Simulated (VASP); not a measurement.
# Settings for KBr: self-consistent run

KBr, Fm-3m (no. 225), 2 atoms in the cell. R2SCAN; PAW potentials Br, K_sv (PBE set). VASP 6.6.1.

Wanted: energy within 0.2 meV/atom; levels at the zone centre within 0.003 eV.

What the run is for: comparing ways to start; Accuracy asked: tight.

Levels at the zone centre: counted from the valence top at that point.

POSCAR:
```
KBr
1.0
    0.0000000000      3.3000000000      3.3000000000
    3.3000000000      0.0000000000      3.3000000000
    3.3000000000      3.3000000000      0.0000000000
Br K
1 1
Direct
    0.5000000000      0.5000000000      0.5000000000
    0.0000000000      0.0000000000      0.0000000000
```

## How the run starts (with a second run first, the time holds both)

| How the run starts (with a second run first, the time holds both) | Energy less reference (meV/atom) | Levels at the zone centre, largest deviation (eV) | Time (s) |
|---|---|---|---|
| from scratch: 20 SCF iterations | 0.00 | 0.0000 | 88 |
| PBE orbitals (WAVECAR): 11 + 11 SCF iterations | 0.00 | 0.0001 | 79 |
| PBE density (CHGCAR): 11 + 19 SCF iterations | 0.00 | 0.0001 | 103 |
| loose PBE orbitals: 9 + 12 SCF iterations | 0.00 | 0.0001 | 68 |

## Question

For each series: keep the first row unless others stay within half of the tolerance and take at least 30 % less time, and then take the fastest.

## Answer

- How the run starts (with a second run first, the time holds both): from scratch: 20 SCF iterations

The chosen settings are those of the reference run.

Values of the reference run: Levels at the zone centre: 0, 0, 5.079 eV from the valence top at Gamma.

## The input

INCAR:
```
ALGO = Normal
EDIFF = 1E-6
EFERMI = MIDGAP
ENCUT = 440
GGA_COMPAT = False
ISIF = 2
ISMEAR = 0
LASPH = True
LCHARG = False
LMIXTAU = True
LREAL = False
LWAVE = False
METAGGA = R2SCAN
NELM = 120
PREC = Accurate
SIGMA = 0.03
```

KPOINTS:
```
k-points
0
Gamma
  6 6 6
```

Commands:
```
cat potpaw_PBE.64/Br/POTCAR potpaw_PBE.64/K_sv/POTCAR > POTCAR
mpirun -np 1 vasp_std > vasp.out
```

The chosen input took VASP 6.6.1 88 s on 1 core (AMD EPYC 7R43 (Zen 3)), a shared host.
